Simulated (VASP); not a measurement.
# BAs (F-43m) in VASP: further runs

The runs below take BAs through dielectric tensor, with PBE.

Program: VASP 6.6.1. These are calculated values, not measurements. Logs are shortened: lines on timing, memory, paths and dates and some standing lists are left out, and cuts for length are marked.

### Step 1. The crystal as given

Symmetry: F-43m, No. 216, cubic system. Conventional cell: a = 4.777 Å, b = 4.777 Å, c = 4.777 Å, α = 90.00°, β = 90.00°, γ = 90.00°. As (site symmetry -43m) has 4 B at 2.07 Å as nearest neighbours. Around B (site symmetry -43m) lie 4 As at 2.07 Å.

### Step 2. Dielectric tensor, PBE

Contents of INCAR:

```
SYSTEM = BAs
ALGO = Normal ; EDIFF = 1E-8
ENCUT = 280 ; GGA = PE
ISIF = 2 ; ISMEAR = 0
LASPH = .True. ; LCHARG = .False.
LEPSILON = .True. ; LREAL = .False.
LWAVE = .False. ; NELM = 100
PREC = Accurate ; SIGMA = 0.01
```

Contents of KPOINTS:

```
k-points
0
Gamma
  11 11 11
  0 0 0
```

Contents of POSCAR:

```
BAs
1.0
    0.0000000000      2.3885000000      2.3885000000
    2.3885000000      0.0000000000      2.3885000000
    2.3885000000      2.3885000000      0.0000000000
As B
1 1
Direct
    0.7500000000      0.7500000000      0.7500000000
    0.0000000000      0.0000000000      0.0000000000
```

Potentials or basis: VASP PAW PBE potentials, release 64 (As, B).

On the command line:

```bash
$ cat potpaw_PBE.64/As/POTCAR potpaw_PBE.64/B/POTCAR > POTCAR
$ mpirun -np 1 vasp_std > vasp.out
```

OUTCAR:

```text
SYSTEM = BAs
   EDIFF = 1E-8
   ENCUT = 280
   GGA = PE
   ISIF = 2
   ISMEAR = 0
   LASPH = .True.
   LEPSILON = .True.
   LREAL = .False.
   NELM = 100
   PREC = Accurate

 Found     56 irreducible k-points:

 Following reciprocal coordinates:
            Coordinates               Weight
  0.000000  0.000000  0.000000      1.000000
  0.090909  0.000000  0.000000      8.000000
  0.181818  0.000000  0.000000      8.000000
  0.272727  0.000000  0.000000      8.000000
  0.363636  0.000000  0.000000      8.000000
  0.454545  0.000000  0.000000      8.000000
   k-points           NKPTS =     56   k-points in BZ     NKDIM =     56   number of bands    NBANDS=      8
   number of dos      NEDOS =    301   number of ions     NIONS =      2
   total plane-waves  NPLWV =   5832
   dimension x,y,z NGX =    18 NGY =   18 NGZ =   18
   dimension x,y,z NGXF=    36 NGYF=   36 NGZF=   36
   ions per type =               1   1
   NGX,Y,Z   is equivalent  to a cutoff of   8.86,  8.86,  8.86 a.u.
   NGXF,Y,Z  is equivalent  to a cutoff of  17.72, 17.72, 17.72 a.u.
 SYSTEM =  BAs
   PREC   = accura    normal or accurate (medium, high low for compatibility)
   ISTART =      0    job   : 0-new  1-cont  2-samecut
   ICHARG =      2    charge: 1-file 2-atom 10-const
   ISPIN  =      1    spin polarized calculation?
   LNONCOLLINEAR =      F non collinear calculations
   LSORBIT =      F    spin-orbit coupling
   LASPH  =      T    aspherical Exc in radial PAW
   ENCUT  =  280.0 eV  20.58 Ry    4.54 a.u.   4.61  4.61  4.61*2*pi/ulx,y,z
   NELM   =    100;   NELMIN=  2; NELMDL= -5     # of ELM steps
   EDIFF  = 0.1E-07   stopping-criterion for ELM
   LREAL  =      F    real-space projection
   EDIFFG = 0.1E-06   stopping-criterion for IOM
   NSW    =      0    number of steps for IOM
   IBRION =     -1    ionic relax: 0-MD 1-quasi-New 2-CG
   NFREE  =      0    steps in history (QN), initial steepest desc. (CG)
   ISIF   =      2    stress and relaxation
   ISYM   =      2    0-nonsym 1-usesym 2-fastsym
   POTIM  = 0.5000    time-step for ionic-motion
   TEBEG  =    0.0;   TEEND  =   0.0 temperature during run
   PSTRESS=    0.0 pullay stress
   NELECT =       8.0000    total number of electrons
   NUPDOWN=      -1.0000    fix difference up-down
   EMIN   =  10.00;   EMAX   =-10.00  energy-range for DOS
   EFERMI =   0.00;   METHOD = LEGACY
   ISMEAR =     0;   SIGMA  =   0.01  broadening in eV -4-tet -1-fermi 0-gaus
   EFERMI_NEDOS =   21; number of points for ismear=-14 and -15
   IALGO  =     38    algorithm
   IMIX   =      4    mixing-type and parameters
     AMIX     =   0.40;   BMIX     =  1.00
     AMIX_MAG =   1.60;   BMIX_MAG =  1.00
  volume/ion in A,a.u.               =      13.63        91.95
  Fermi-wavevector in a.u.,A,eV,Ry     =   1.088018  2.056057 16.106360  1.183784
  Thomas-Fermi vector in A             =   2.224191
   LORBIT       =      0    0 simple, 1 ext, 2 COOP (PROOUT), +10 PAW based schemes
   GGA     = PE    functional components
   LHFCALC =     F    Hartree Fock is set to
   AEXX    =    0.0000 exact exchange contribution
   IVDW    =     0    specifies the selected vdW correction
   LEPSILON=     T    determine dielectric tensor
   LRPA    =     F    only Hartree local field effects (RPA)
 non-spin polarized calculation
 Gauss-broadening in eV      SIGMA  =   0.01
  energy-cutoff  :      280.00
  volume of cell :       27.25
 maximum number of plane-waves:       302
   NGX =  9   NGY =  9   NGZ =  9

--------------------------------------- Ionic step        1  -------------------------------------------

 number of electron       8.0000004 magnetization

 E-fermi :   6.2427     XC(G=0): -10.5844

 val. band max:        6.1367914908   @ k =   0.0000   0.0000   0.0000
 cond. band min:       7.3337395587   @ k =   0.3636   0.3636   0.0000
 fundamental gap:      1.1969480679
 Fermi energy:         6.2427166620

 k-point     1 :       0.0000    0.0000    0.0000
  band No.  band energies     occupation
      1      -9.2757      2.00000
      2       6.1368      2.00000
      3       6.1368      2.00000
      4       6.1368      2.00000
      5       9.4097      0.00000
      6       9.4097      0.00000
      7       9.4097      0.00000
      8      10.8055      0.00000

 k-point     2 :       0.0909    0.0000    0.0000
  band No.  band energies     occupation
      1      -9.1398      2.00000
      2       4.9311      2.00000
      3       5.8782      2.00000
      4       5.8782      2.00000
      5       9.5558      0.00000
      6       9.7448      0.00000
      7       9.7448      0.00000
      8      11.5431      0.00000

 k-point     3 :       0.1818    0.0000    0.0000
  band No.  band energies     occupation
      1      -8.7379      2.00000
      2       2.8044      2.00000
      3       5.3609      2.00000
      4       5.3609      2.00000
      5       9.3869      0.00000
      6      10.4027      0.00000
      7      10.4027      0.00000
      8      13.0219      0.00000

 k-point     4 :       0.2727    0.0000    0.0000
  band No.  band energies     occupation
      1      -8.0921      2.00000
      2       0.6715      2.00000
      3       4.8701      2.00000
      4       4.8701      2.00000
      5       9.1293      0.00000
      6      10.8625      0.00000
      7      10.8625      0.00000
      8      14.3053      0.00000

 k-point     5 :       0.3636    0.0000    0.0000
  band No.  band energies     occupation
      1      -7.2726      2.00000
      2      -1.1915      2.00000
      3       4.5168      2.00000
      4       4.5168      2.00000
      5       8.9311      0.00000
      6      10.9657      0.00000
      7      10.9657      0.00000
      8      14.9383      0.00000

 k-point     6 :       0.4545    0.0000    0.0000
  band No.  band energies     occupation
      1      -6.5336      2.00000
      2      -2.4644      2.00000
      3       4.3346      2.00000
      4       4.3346      2.00000
      5       8.8280      0.00000
      6      10.9230      0.00000
      7      10.9230      0.00000
      8      15.0081      0.00000

 [... further k-points ...]

  FORCE on cell =-STRESS in cart. coord.  units (eV):
  Direction    XX          YY          ZZ          XY          YZ          ZX
  --------------------------------------------------------------------------------------
  -------------------------------------------------------------------------------------
  Total        0.3955645      0.3955645      0.3955645      0.0000000      0.0000000      0.0000000
  in kB       23.2553097     23.2553097     23.2553097      0.0000000      0.0000000      0.0000000
  external PRESSURE =      23.2553097 kB  Pullay stress =       0.0000000 kB

 VOLUME and BASIS-vectors are now :
 -----------------------------------------------------------------------------
  energy-cutoff  :      280.00
  volume of cell :       27.25
      direct lattice vectors                 reciprocal lattice vectors
     0.000000000  2.388500000  2.388500000    -0.209336404  0.209336404  0.209336404
     2.388500000  0.000000000  2.388500000     0.209336404 -0.209336404  0.209336404
     2.388500000  2.388500000  0.000000000     0.209336404  0.209336404 -0.209336404

 POSITION                                       TOTAL-FORCE (eV/Angst)
 -----------------------------------------------------------------------------------
      3.58275      3.58275      3.58275        -0.000000     -0.000000     -0.000000
      0.00000      0.00000      0.00000         0.000000      0.000000      0.000000
 -----------------------------------------------------------------------------------
    total drift:                               -0.000001     -0.000001     -0.000001

  FREE ENERGIE OF THE ION-ELECTRON SYSTEM (eV)
  ---------------------------------------------------
  free  energy   TOTEN  =       -11.3841596687 eV

  energy  without entropy=      -11.3841596687  energy(sigma->0) =      -11.38415967

 HEAD OF MICROSCOPIC STATIC DIELECTRIC TENSOR (INDEPENDENT PARTICLE, excluding Hartree and local field effects)
 ------------------------------------------------------
          10.124110     0.000000     0.000000
           0.000000    10.124110     0.000000
          -0.000000     0.000000    10.124110
 ------------------------------------------------------

 Free energy of the ion-electron system (eV)
  ---------------------------------------------------
  ---------------------------------------------------
  free energy    TOTEN  =        -0.71775228 eV

  energy without entropy =       -0.71775228

------------------------ aborting loop because EDIFF is reached ----------------------------------------

--------------------------------------- Ionic step        2  -------------------------------------------

------------------------ aborting loop because EDIFF is reached ----------------------------------------

--------------------------------------- Ionic step        3  -------------------------------------------

 Free energy of the ion-electron system (eV)
  ---------------------------------------------------
  ---------------------------------------------------
  free energy    TOTEN  =        -0.71775243 eV

  energy without entropy =       -0.71775243

------------------------ aborting loop because EDIFF is reached ----------------------------------------

 PIEZOELECTRIC TENSOR FIELD DIRECTION 3  (e Angst)
 -----------------------------------------------------------------------------
    -0.00046 -0.14086  0.00000           ( -0.00000 -0.09857  0.00000)
    -0.14086 -0.00046  0.00000           ( -0.09857 -0.00000  0.00000)
     0.00000  0.00000  0.00001           (  0.00000  0.00000 -0.00000)

 PIEZOELECTRIC TENSOR FIELD DIRECTION 3  (C/m^2)
 -----------------------------------------------------------------------------
    -0.00027 -0.08281  0.00000
    -0.08281 -0.00027  0.00000
     0.00000  0.00000  0.00000

 MACROSCOPIC STATIC DIELECTRIC TENSOR (including local field effects in DFT)
 ------------------------------------------------------
           9.827469    -0.000000    -0.000000
          -0.000000     9.827469    -0.000000
          -0.000000     0.000000     9.827469
 ------------------------------------------------------

 PIEZOELECTRIC TENSOR (including local field effects)  for field in x, y, z        (e  Angst)
          XX          YY          ZZ          XY          YZ          ZX
  --------------------------------------------------------------------------------
  x    -0.00000     0.00000    -0.00000     0.00000    -0.13550     0.00000
  y     0.00000    -0.00000    -0.00000     0.00000     0.00000    -0.13550
  z    -0.00000     0.00000     0.00000    -0.13550     0.00000     0.00000

 PIEZOELECTRIC TENSOR (including local field effects)  for field in x, y, z        (C/m^2)
          XX          YY          ZZ          XY          YZ          ZX
  --------------------------------------------------------------------------------
  x    -0.00000     0.00000    -0.00000     0.00000    -0.07966     0.00000
  y     0.00000    -0.00000    -0.00000     0.00000     0.00000    -0.07966
  z    -0.00000     0.00000     0.00000    -0.07966     0.00000     0.00000

 BORN EFFECTIVE CHARGES (including local field effects) (in |e|, cummulative output)
 ---------------------------------------------------------------------------------
 ion    1
    1     0.52279    -0.00000    -0.00000
    2    -0.00000     0.52279    -0.00000
    3     0.00000    -0.00000     0.52279
 ion    2
    1    -0.52279     0.00000     0.00000
    2     0.00000    -0.52279     0.00000
    3    -0.00000     0.00000    -0.52279
```

It took 36 s on 1 thread of Intel Xeon 6975P-C (Granite Rapids), shared host; peak memory 0.16 GiB.

The run converged, but a check on its numbers failed (symmetry, net force, bounds or a known fault of this set-up), so they aren't taken as properties of the crystal.

Caveat: the cutoff lies under the usual one of these potentials, so the numbers hold a large basis-set error; an odd mesh through Γ misses points on the zone boundary, where band edges often lie.

### Step 3. Dielectric tensor, PBE

Changes to INCAR since step 2:

```diff
@@ -2,3 +2,3 @@
 ALGO = Normal ; EDIFF = 1E-8
-ENCUT = 280 ; GGA = PE
+ENCUT = 340 ; GGA = PE
 ISIF = 2 ; ISMEAR = 0
```

KPOINTS is that of step 2.

POSCAR is that of step 2.

Potentials or basis: VASP PAW PBE potentials, release 64 (As, B).

On the command line:

```bash
$ cat potpaw_PBE.64/As/POTCAR potpaw_PBE.64/B/POTCAR > POTCAR
$ mpirun -np 1 vasp_std > vasp.out
```

OUTCAR:

```text
SYSTEM = BAs
   EDIFF = 1E-8
   ENCUT = 340
   GGA = PE
   ISIF = 2
   ISMEAR = 0
   LASPH = .True.
   LEPSILON = .True.
   LREAL = .False.
   NELM = 100
   PREC = Accurate

 Found     56 irreducible k-points:

 Following reciprocal coordinates:
            Coordinates               Weight
  0.000000  0.000000  0.000000      1.000000
  0.090909  0.000000  0.000000      8.000000
  0.181818  0.000000  0.000000      8.000000
  0.272727  0.000000  0.000000      8.000000
  0.363636  0.000000  0.000000      8.000000
  0.454545  0.000000  0.000000      8.000000
   k-points           NKPTS =     56   k-points in BZ     NKDIM =     56   number of bands    NBANDS=      8
   number of dos      NEDOS =    301   number of ions     NIONS =      2
   total plane-waves  NPLWV =   8000
   dimension x,y,z NGX =    20 NGY =   20 NGZ =   20
   dimension x,y,z NGXF=    40 NGYF=   40 NGZF=   40
   ions per type =               1   1
   NGX,Y,Z   is equivalent  to a cutoff of   9.84,  9.84,  9.84 a.u.
   NGXF,Y,Z  is equivalent  to a cutoff of  19.69, 19.69, 19.69 a.u.
 SYSTEM =  BAs
   PREC   = accura    normal or accurate (medium, high low for compatibility)
   ISTART =      0    job   : 0-new  1-cont  2-samecut
   ICHARG =      2    charge: 1-file 2-atom 10-const
   ISPIN  =      1    spin polarized calculation?
[... 179 lines left out ...]
  free energy    TOTEN  =        -0.71760943 eV

  energy without entropy =       -0.71760943

------------------------ aborting loop because EDIFF is reached ----------------------------------------

 PIEZOELECTRIC TENSOR FIELD DIRECTION 3  (e Angst)
 -----------------------------------------------------------------------------
    -0.00046 -0.15837  0.00000           ( -0.00000 -0.09883  0.00000)
    -0.15837 -0.00046  0.00000           ( -0.09883 -0.00000  0.00000)
     0.00000  0.00000  0.00000           (  0.00000  0.00000 -0.00000)

 PIEZOELECTRIC TENSOR FIELD DIRECTION 3  (C/m^2)
 -----------------------------------------------------------------------------
    -0.00027 -0.09311  0.00000
    -0.09311 -0.00027  0.00000
     0.00000  0.00000  0.00000

 MACROSCOPIC STATIC DIELECTRIC TENSOR (including local field effects in DFT)
 ------------------------------------------------------
           9.820865    -0.000000    -0.000000
           0.000000     9.820865     0.000000
          -0.000000    -0.000000     9.820865
 ------------------------------------------------------

 PIEZOELECTRIC TENSOR (including local field effects)  for field in x, y, z        (e  Angst)
          XX          YY          ZZ          XY          YZ          ZX
  --------------------------------------------------------------------------------
  x    -0.00000     0.00000    -0.00000     0.00000    -0.15295     0.00000
  y     0.00000     0.00000    -0.00000     0.00000     0.00000    -0.15295
  z     0.00000     0.00000    -0.00000    -0.15295     0.00000     0.00000

 PIEZOELECTRIC TENSOR (including local field effects)  for field in x, y, z        (C/m^2)
          XX          YY          ZZ          XY          YZ          ZX
  --------------------------------------------------------------------------------
  x    -0.00000     0.00000    -0.00000     0.00000    -0.08992     0.00000
  y     0.00000     0.00000    -0.00000     0.00000     0.00000    -0.08992
  z     0.00000     0.00000    -0.00000    -0.08992     0.00000     0.00000

 BORN EFFECTIVE CHARGES (including local field effects) (in |e|, cummulative output)
 ---------------------------------------------------------------------------------
 ion    1
    1     0.52985     0.00000    -0.00000
    2     0.00000     0.52985     0.00000
    3    -0.00000    -0.00000     0.52985
 ion    2
    1    -0.52985    -0.00000     0.00000
    2     0.00000    -0.52985     0.00000
    3     0.00000     0.00000    -0.52985
```

Wall time 44 s (1 thread of Intel Xeon 6975P-C (Granite Rapids), shared host); peak memory 0.18 GiB.

The run converged, but some of its settings lie outside the range that counts as converged, so its numbers aren't taken as properties of the crystal.

What came out:

```yaml
Band_gap_on_the_k_mesh: 1.20 eV, indirect (least direct gap 3.28 eV)
Electronic_dielectric_tensor_diagonal: 9.82
Born_charges_mean_of_the_diagonal: As +0.53; B -0.53 e
```

Caveat: the cutoff is under 1.25 times the usual one of these potentials, so pressure, stress and relaxed cells hold a basis-set (Pulay) error; an odd mesh through Γ misses points on the zone boundary, where band edges often lie.

(Part 1 of 2 ends here.)
